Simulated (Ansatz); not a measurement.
# KBr (model cell, started as zinc blende): relaxing the cell for a phonon run

Task: relax KBr (model cell, started as zinc blende) tightly.

Calculated with Ansatz 0.2.0; DFT PBEsol, scalar-relativistic, plane waves, PAW.

The structure was built from a prototype and need not be the compound's stable phase.

### 1. Starting point

Symmetry: F-43m, No. 216, cubic system. Conventional cell: a = 7.251 Å, b = 7.251 Å, c = 7.251 Å, α = 90.00°, β = 90.00°, γ = 90.00°. Nearest to K lie 4 Br at 3.14 Å. Nearest to Br lie 4 K at 3.14 Å. Farther neighbours and most contacts between anions are not listed.

### 2. Probe on a coarse mesh

First a cheap look: the gap decides the mesh and the occupations, the pressure tells how far the cell has to move.

Input file input.yaml:

```yaml
crystal:
  lattice:
    - [0.0, 3.6253, 3.6253]
    - [3.6253, 0.0, 3.6253]
    - [3.6253, 3.6253, 0.0]
  atoms:
    - { symbol: K, position: [0.0, 0.0, 0.0] }
    - { symbol: Br, position: [0.25, 0.25, 0.25] }
kpoints:
  mp_grid: { grid: [4, 4, 4] }
hamiltonian:
  xc: pbesol
scf:
  occupations: { method: gaussian, width: 0.1 }
output:
  forces: true
  stress: true
  eigenvalues: true
```

The run is started by

```console
ansatz run input.yaml --threads 4 --pin off --max-ram 7168MiB --backend cpu --events-out ev --progress --plain --runs-dir out
```

Numbers of over 12 decimals in the logs are rounded to 6 here.

The program printed:

```text
Engine: ansatz 0.2.0, x86_64-unknown-linux-gnu
Pseudopotentials: kind: paw
Pseudopotential: K, paw, valence charge 9, recommended cutoff 420 eV (normal), K.paw.azcp
Pseudopotential: Br, paw, valence charge 7, recommended cutoff 420 eV (normal), Br.paw.azcp
Functional definition: PBEsol
  exchange = pbesol_x
  correlation = pbesol_c
Crystal: 2 atoms, lattice volume = 95.293 Å³
[...]
--- Band table (eV; the first three rows and the last of 8) ---
  k-point 0: bands = [... 4 lower, -12.0319, -0.9806, -0.9806, -0.9806, 3.4156, 7.7247, 7.7247, 8.7785]
  k-point 1: bands = [... 4 lower, -11.9104, -1.2102, -0.9690, -0.9690, 4.3381, 7.3618, 7.3618, 7.8450]
  k-point 2: bands = [... 4 lower, -11.8111, -1.3787, -0.9585, -0.9585, 5.6995, 6.2067, 7.3386, 7.3386]
  k-point 7: bands = [... 4 lower, -11.7300, -1.2408, -1.1745, -0.9742, 5.4501, 6.2977, 8.0347, 8.1481]
[key lines of the parts left out:]
SCF converged after 6 iterations
Free energy (F): -4255.750813 eV
Fermi energy:    1.232803 eV
P = ⅓ Tr σ = 0.2683 GPa (2.683 kbar)
```

Elapsed: 5 s, on 4 threads of Intel Xeon Platinum 8259CL at 2.50GHz (Skylake/Cascade Lake), shared host; peak memory 0.56 GiB.

A gap read on the k-mesh alone can miss the band edges.

Numbers from this step:

```yaml
pressure: 0.2683 GPa
gap_on_the_k_mesh: 4.372 eV
volume_per_atom: 47.65 Å³
direct_gap_on_mesh: 4.396 eV
```

The coarse mesh shows a gap of 4.37 eV and a pressure of 0.3 GPa.

### 3. Bringing the structure to rest

The cell and atoms are relaxed, since residual forces and stress would shift the frequencies.

input.yaml, the sections that differ from step 2:

```yaml
kpoints:
  mp_grid: { grid: [6, 6, 6] }
scf:
  occupations: { method: gaussian, width: 0.02 }
output:
  forces: true
  stress: true
  eigenvalues: true
  write_density: true
  write_potential: true
  elf: true
  volumetric_format: npy
relax:
  adjacent_minimum: "off"
  f_tol: 0.005
  max_steps: 80
  cell: { stress_tol: 0.05 }
# crystal, hamiltonian: as in step 2
```

The program printed:

```text
[...]
Crystal: 2 atoms, lattice volume = 95.293 Å³
Basis set: ecut = 420 eV, 1837 PW (Γ), exchange–correlation on 72×72×72 points (8 copies of the dense FFT grid, shifted against one another)
Bands: 12, of which v1, the nominal top of the filled ones, is band 8 counted from 1 (7 counted from 0)
Symmetry: 24 space group operations
[...]
k-points: 16 of 216 (time reversal used)
[...]
SCF iter   1: F=—  HF=-4255.751337 eV  |F-HF|=—  |Δ(HF+E_count)|=         —  Δρ=1.35e-3  dr2=1.03e-3  ethr=1.77e-3  ⟨swp⟩=6.8  Hψ=1399  notcnv=0
[...]
SCF iter   6: F=-4255.750852 eV  HF=-4255.750852 eV  |F-HF|=7.73e-11  |Δ(HF+E_count)|=   1.01e-7  Δρ=6.96e-7  dr2=4.11e-10  ethr=7.58e-11  ⟨swp⟩=6.1  Hψ=1159  notcnv=0
SCF 1 converged in 6 iterations: F = -4255.750852 eV  dr2 = 4.11e-10
[...]
relax step   1: F+E_penalty+E_count = -4255.75085192 eV  Δ(F+E_penalty+E_count) = +0.000e0 eV  max|allowed force component| = 4.742e-17 eV/Å  Δτ_max = 0.0000 Å  P = +0.268 GPa  Ω = 95.293 Å³  (6 SCF iters, dr2 threshold 1.00e-7 eV, accepted)
Crystal: 2 atoms, lattice volume = 96.312 Å³
Basis set: ecut = 420 eV, 1893 PW (Γ), exchange–correlation on 72×72×72 points (8 copies of the dense FFT grid, shifted against one another)
[...]
iter 1 solved again at ethr=5.57e-7 eV; its pass at ethr=3.10e-3 eV (dr2=8.91e-5 eV) is discarded
[...]
SCF iter   4: F=-4255.752150 eV  HF=-4255.752149 eV  |F-HF|=9.67e-8  |Δ(HF+E_count)|=   2.14e-6  Δρ=6.30e-6  dr2=6.93e-8  ethr=1.12e-9  ⟨swp⟩=8.2  Hψ=1555  notcnv=0
SCF 2 converged in 4 iterations: F = -4255.752150 eV  dr2 = 6.93e-8
relax step   2: F+E_penalty+E_count = -4255.75214951 eV  Δ(F+E_penalty+E_count) = -1.298e-3 eV  max|allowed force component| = 3.585e-17 eV/Å  Δτ_max = 0.0000 Å  P = +0.152 GPa  Ω = 96.312 Å³  energy of the carried Pulay correction = -3.419e-5 eV  (4 SCF iters, dr2 threshold 1.80e-7 eV, accepted)
Crystal: 2 atoms, lattice volume = 97.676 Å³
Basis set: ecut = 420 eV, 1917 PW (Γ), exchange–correlation on 72×72×72 points (8 copies of the dense FFT grid, shifted against one another)
[...]
SCF iter   5: F=-4255.752774 eV  HF=-4255.752774 eV  |F-HF|=2.08e-8  |Δ(HF+E_count)|=   2.15e-7  Δρ=2.40e-6  dr2=5.57e-9  ethr=3.60e-10  ⟨swp⟩=10.9  Hψ=1495  notcnv=0
SCF 3 converged in 5 iterations: F = -4255.752774 eV  dr2 = 5.57e-9
relax step   3: F+E_penalty+E_count = -4255.75277360 eV  Δ(F+E_penalty+E_count) = -6.241e-4 eV  max|allowed force component| = 3.065e-17 eV/Å  Δτ_max = 0.0000 Å  P = +0.007 GPa  Ω = 97.676 Å³  energy of the carried Pulay correction = -7.942e-5 eV  (5 SCF iters, dr2 threshold 5.77e-8 eV, accepted)
[...]
SCF iter   1: F=—  HF=-4255.752850 eV  |F-HF|=—  |Δ(HF+E_count)|=         —  Δρ=1.12e-5  dr2=2.00e-8  ethr=6.45e-7  ⟨swp⟩=3.1  Hψ=1942  notcnv=0
eigensolver tolerance schedule: the retry pair's looser diagonalisation over-reported the residual by 5149.59 of it (diagonalisation noise at an unbounded share of the residual, at the tolerance the schedule requests for it); recorded, not acted on — ethr = c·dr2/N_el stays at c = 1.0e-1
[...]
SCF iter   2: F=—  HF=-4255.752850 eV  |F-HF|=—  |Δ(HF+E_count)|=   2.66e-9  Δρ=6.01e-6  dr2=5.91e-9  ethr=1.25e-10  ⟨swp⟩=3.1  Hψ=426  notcnv=0
[...]
SCF iter   5: F=-4255.752851 eV  HF=-4255.752851 eV  |F-HF|=1.82e-11  |Δ(HF+E_count)|=  1.16e-10  Δρ=9.52e-8  dr2=5.18e-12  ethr=1.00e-12  ⟨swp⟩=6.2  Hψ=886  notcnv=0
SCF 4 converged in 5 iterations: F = -4255.752851 eV  dr2 = 5.18e-12
relax step   4: F+E_penalty+E_count = -4255.75285064 eV  Δ(F+E_penalty+E_count) = -7.705e-5 eV  max|allowed force component| = 3.469e-17 eV/Å  Δτ_max = 0.0000 Å  P = +0.007 GPa  Ω = 97.676 Å³  stress off target by 6.59e-3 GPa  SCF on the basis re-selected at this cell (its energy is not comparable with the rows above)  (5 SCF iters)
basis re-selected at this cell: Δ(F+E_penalty+E_count) = -7.705e-5 eV, ΔP = -0.000 GPa vs the last step (what re-selecting the basis moved, of the pressure what is left beyond the Pulay correction that the steps carried, after the strain that the cell walked since its last selection, with what the two solves' SCF thresholds leave and, on support functions, any second-order correction that the steps lacked; it is no m [...]
SCF converged after 5 iterations
Free energy (F): -4255.752851 eV
[...]
Internal energy: -4255.752851 eV  (E = F + TS)
E sigma→0 (E₀):  -4255.752851 eV
Fermi energy:    1.102944 eV
[...]
--- Stress (GPa, compression-positive) ---
        0.006593      -0.000000      -0.000000
       -0.000000       0.006593       0.000000
       -0.000000       0.000000       0.006593
  P = ⅓ Tr σ = 0.0066 GPa (0.066 kbar)
--- Band table (eV; the first three rows and the last of 16) ---
  k-point 0: bands = [... 4 lower, -12.2016, -1.0849, -1.0849, -1.0849, 3.2706, 7.5783, 7.5783, 8.5980]
  k-point 1: bands = [... 4 lower, -12.1390, -1.2050, -1.0799, -1.0799, 3.7120, 7.3304, 7.3304, 8.2604]
  k-point 2: bands = [... 4 lower, -12.0341, -1.3955, -1.0706, -1.0706, 4.6919, 6.9841, 7.1773, 7.1773]
  k-point 15: bands = [... 4 lower, -11.9137, -1.4197, -1.1904, -1.0835, 5.2547, 6.1525, 7.9466, 7.9842]
--- Relaxed structure (3 steps of the walk, 3 accepted, 1 SCFs on fresh bases) ---
  F+E_penalty+E_count = -4255.75285064 eV   max|allowed force component| = 3.469e-17 eV/Å   (the final SCF, on the basis selected at the relaxed cell)
  cell:  # Å, volume = 97.6758 Å³
    - [0, 3.655266, 3.655266]
    - [3.655266, 0, 3.655266]
    - [3.655266, 3.655266, 0]
  atoms:
    - { symbol: K, position: [0, 0, 0] }
    - { symbol: Br, position: [0.25, 0.25, 0.25] }
```

Elapsed: 3.4 s, on 4 threads; peak memory 0.61 GiB; 12 s of CPU time.

Relaxation path:

```tsv
step	energy less that of the first step (eV)	largest force component (eV/Å)	pressure (GPa)	volume (Å³)
1	0.0000	0.0000	0.27	95.29
2	-0.0013	0.0000	0.15	96.31
3	-0.0019	0.0000	0.01	97.68
4*	-0.0020	0.0000	0.01	97.68
```

Relaxation steps marked * repeat the geometry before them on a plane-wave basis chosen anew for their cell, so energy and pressure can jump there.

Forces are held to the 24 operations that the run works with; a distortion that breaks them can't arise in this run.

```tsv
conventional cell, symmetrised	before	after	change
a (Å)	7.251	7.311	+0.8 %
b (Å)	7.251	7.311	+0.8 %
c (Å)	7.251	7.311	+0.8 %
volume (Å³/atom)	47.65	48.84	+2.5 %
```

The relaxed structure:

```
K Br
1.0
     0.00000    3.65527    3.65527
     3.65527    0.00000    3.65527
     3.65527    3.65527    0.00000
K Br
1 1
Direct
  0.00000 0.00000 0.00000
  0.25000 0.25000 0.25000
```

This step gave:

| Item | Value |
| --- | --- |
| pressure | 0.006593 GPa |
| gap on the k-mesh | 4.336 eV |
| volume per atom | 48.84 Å³ |
| direct gap on mesh | 4.355 eV |

Electrostatic potential energy in the ac plane of a cell with a along [110], b along [-110] and c along [001] of the cube at fractional y = 0.000, with atoms of K and Br within 0.2 Å of it. With pseudopotentials it is smooth inside the atoms' cores, unlike the true potential.

Ten even steps from '_' (-55 eV) to '@' (6 eV), each cell a mean:
```
..::**%%@@@@@@@@@@@@@@%%**::....==%%@@@@@@@@@@@@@@@@%%==..
==++%%@@@@@@@@@@@@@@@@@@%%++====##%%@@@@@@@@@@@@@@@@%%##==
##%%@@@@@@%%**++**%%@@@@@@%%##%%%%@@@@@@##++++##@@@@@@%%%%
@@@@@@@@@@++..__..**@@@@@@@@@@@@@@@@@@%%--____--%%@@@@@@@@
@@@@@@@@%%--______--%%@@@@@@@@@@@@@@@@**________**@@@@@@@@
@@@@@@@@%%--______==%%@@@@@@@@@@@@@@@@##..____..##@@@@@@@@
@@@@@@@@@@##--..--##@@@@@@@@@@@@@@@@@@%%++::::++%%@@@@@@@@
@@@@@@@@@@@@%%##%%@@@@@@@@@@@@@@@@@@@@@@@@%%%%@@@@@@@@@@@@
@@@@@@@@@@@@@@@@@@@@@@@@@@@@@@@@@@@@@@@@@@@@@@@@@@@@@@@@@@
@@@@@@@@@@@@@@@@@@@@@@@@@@@@@@@@@@@@@@@@@@@@@@@@@@@@@@@@@@
@@@@@@@@@@@@@@@@@@@@@@@@@@@@@@@@@@@@@@@@@@@@@@@@@@@@@@@@@@
@@@@@@@@@@@@@@@@@@@@@@@@@@@@@@@@@@@@@@@@@@@@@@@@@@@@@@@@@@
@@@@@@@@@@@@@@@@@@@@@@@@@@@@@@@@@@@@@@@@@@@@@@@@@@@@@@@@@@
@@@@@@@@@@@@@@@@@@@@@@@@@@@@@@@@@@@@@@@@@@@@@@@@@@@@@@@@@@
@@@@@@@@@@@@@@@@@@@@@@@@@@@@@@@@@@@@@@@@@@@@@@@@@@@@@@@@@@
@@@@@@@@@@@@@@@@@@@@@@@@@@@@@@@@@@@@@@@@@@@@@@@@@@@@@@@@@@
%%@@@@@@@@@@@@@@@@@@@@@@@@@@%%%%@@@@@@@@@@@@@@@@@@@@@@@@%%
**##%%@@@@@@@@@@@@@@@@@@%%##****%%@@@@@@@@@@@@@@@@@@@@%%**
::==##@@@@@@@@@@@@@@@@@@##==::--++%%@@@@@@@@@@@@@@@@%%++--
__::**%%@@@@@@@@@@@@@@%%**::__..==##@@@@@@@@@@@@@@@@##--..
```
Columns run along a (10.3 Å; values clipped at the 3rd and 97th percentile), rows up along c (7.3 Å), edges of the conventional cell, whose origin can differ from the input's. Atoms in or near the plane, at fractional coordinates: K at (0.50, 0.00), K at (0.00, 0.00), Br at (0.75, 0.75), Br at (0.25, 0.75).

ELF in the ac plane of a cell with a along [110], b along [-110] and c along [001] of the cube at fractional y = 0.000, with atoms of K and Br within 0.2 Å of it. It is the smooth field of the valence electrons, not physical close to the nuclei.

Ten even steps from '0' (0.00) to '9' (0.87), each cell a mean:
```
89830367630389899611577511699
99512799972169998315899851389
75116999996115763148999983137
20159974799401210279955997201
00279920299720001599600698510
00489931499840002699711798620
00479997999740002689988998520
00258999997520001478999987410
00136788875310000246888864200
00013466643100000024566542000
00000122210000000001222210000
00000000000000000000000000000
00000000000000000000000000000
00000000000000000000000000000
00000000000000000000000000000
00000000000000000000000000000
43100000000013442000000000024
98620000000268997400000000479
99840001000499999710011002799
79940034300599789710144102898
```
Columns run along a (10.3 Å), rows up along c (7.3 Å), edges of the conventional cell, whose origin can differ from the input's. Atoms in or near the plane, at fractional coordinates: K at (0.50, 0.00), K at (0.00, 0.00), Br at (0.75, 0.75), Br at (0.25, 0.75).

Valence density in the ac plane of a cell with a along [110], b along [-110] and c along [001] of the cube at fractional y = 0.000, with atoms of K and Br within 0.2 Å of it. It is the smooth field of the valence electrons, not physical close to the nuclei.

Values in e/Å³, 11 rows by 16 columns, each cell a mean:
```
2.9 0.6 0.1 0.2 0.2 0.1 0.3 2.4 2.9 0.6 0.1 0.2 0.2 0.1 0.3 2.4
0.3 0.1 0.3 0.8 0.9 0.4 0.1 0.3 0.3 0.1 0.3 0.8 0.9 0.4 0.1 0.3
0.0 0.1 0.5 0.8 0.6 0.8 0.1 0.0 0.0 0.1 0.5 0.8 0.6 0.8 0.1 0.0
0.0 0.0 0.3 0.9 1.0 0.5 0.1 0.0 0.0 0.0 0.3 0.9 1.0 0.5 0.1 0.0
0.0 0.0 0.1 0.2 0.3 0.1 0.0 0.0 0.0 0.0 0.1 0.2 0.3 0.1 0.0 0.0
0.0 0.0 0.0 0.0 0.0 0.0 0.0 0.0 0.0 0.0 0.0 0.0 0.0 0.0 0.0 0.0
0.0 0.0 0.0 0.0 0.0 0.0 0.0 0.0 0.0 0.0 0.0 0.0 0.0 0.0 0.0 0.0
0.0 0.0 0.0 0.0 0.0 0.0 0.0 0.0 0.0 0.0 0.0 0.0 0.0 0.0 0.0 0.0
0.0 0.0 0.0 0.0 0.0 0.0 0.0 0.0 0.0 0.0 0.0 0.0 0.0 0.0 0.0 0.0
0.7 0.2 0.0 0.0 0.0 0.0 0.1 0.6 0.7 0.2 0.0 0.0 0.0 0.0 0.1 0.6
3.5 0.8 0.0 0.0 0.0 0.0 0.4 2.9 3.5 0.8 0.0 0.0 0.0 0.0 0.4 2.9
```
Columns run along a (10.3 Å), rows up along c (7.3 Å), edges of the conventional cell, whose origin can differ from the input's. Atoms in or near the plane, at fractional coordinates: K at (0.50, 0.00), K at (0.00, 0.00), Br at (0.75, 0.75), Br at (0.25, 0.75).

In this step the volume went from 47.65 to 48.84 Å³/atom.

### 4. Relaxing to small forces for the phonons

Phonons need a cell at rest on their own settings, so the relaxation is repeated with tight tolerances on forces and stress on the k mesh and occupations of the first response run.

Input file input.yaml:

```yaml
crystal:
  lattice:
    - [0.0, 3.6552659044, 3.6552659044]
    - [3.6552659044, 0.0, 3.6552659044]
    - [3.6552659044, 3.6552659044, 0.0]
  atoms:
    - { symbol: K, position: [0.0, 0.0, 0.0] }
    - { symbol: Br, position: [0.25, 0.25, 0.25] }
kpoints:
  mp_grid: { grid: [8, 8, 8] }
hamiltonian:
  xc: pbesol
scf:
  occupations: { method: fixed }
output:
  forces: true
  stress: true
  eigenvalues: true
relax:
  adjacent_minimum: "off"
  f_tol: 0.001
  max_steps: 60
  cell: { stress_tol: 0.01 }
```

The program printed:

```text
[...]
Crystal: 2 atoms, lattice volume = 97.676 Å³
Basis set: ecut = 420 eV, 1917 PW (Γ), exchange–correlation on 72×72×72 points (8 copies of the dense FFT grid, shifted against one another)
Bands: 12, of which v1, the nominal top of the filled ones, is band 8 counted from 1 (7 counted from 0)
[... 1 set-up line as in the run before ...]
[...]
k-points: 29 of 512 (time reversal used)
[...]
k-point 28: bands = [... 4 lower, -11.9124, -1.3390, -1.2743, -1.0854, 5.3275, 6.1595, 7.8322, 7.9096]
--- Relaxed structure (1 steps of the walk, 1 accepted, 1 SCFs on fresh bases) ---
[...]
cell:  # Å, volume = 97.6758 Å³
    - [0.0, 3.6552659044, 3.6552659044]
    - [3.6552659044, 0.0, 3.6552659044]
    - [3.6552659044, 3.6552659044, 0.0]
  atoms:
    - { symbol: K, position: [0.0, 0.0, 0.0] }
    - { symbol: Br, position: [0.250000, 0.250000, 0.250000] }
[key lines of the parts left out:]
SCF converged after 5 iterations
Free energy (F): -4255.752851 eV
Fermi energy:    -1.064508 eV
P = ⅓ Tr σ = 0.0066 GPa (0.066 kbar)
```

The job ended after 2.1 s (4 threads; peak memory 0.63 GiB; 7.2 s of CPU time).

Little changed from the start: no atom moved by 0.005 Å and no cell edge by 0.1 %.

Numbers from this step:

- pressure: 0.006592 GPa
- gap on the k-mesh: 4.335 eV

The forces vanish by symmetry and the pressure is 0.007 GPa, within the tolerances set. The cell now holds 48.84 Å³/atom.

### 5. Summary of results

```json
{
 "space group after relaxation (within 0.01 Å)": "F-43m",
 "lattice constant a": "7.311 Å",
 "lattice constant b": "7.311 Å",
 "lattice constant c": "7.311 Å",
 "volume per atom": "48.8 Å³",
 "gap on the k-mesh": "4.34 eV"
}
```

**Reading.** The forces vanish by symmetry and the pressure is 0.007 GPa, within the tolerances set. The cell now holds 48.84 Å³/atom. The relaxation keeps the symmetry of its start, so it says nothing on stability against lower symmetry. The starting cell was built on a prototype and not taken from a measurement, so the phase need not exist.

[Logs are printed without paths, hosts, clocks, repeated set-up lines and the standing remarks that a program may print on its own settings, such as how far it seeks lower states.]

[Hosts, paths, dates, database ids (printed as entryN), source tags and the programs' standing remarks are cut or masked in the printed files.]
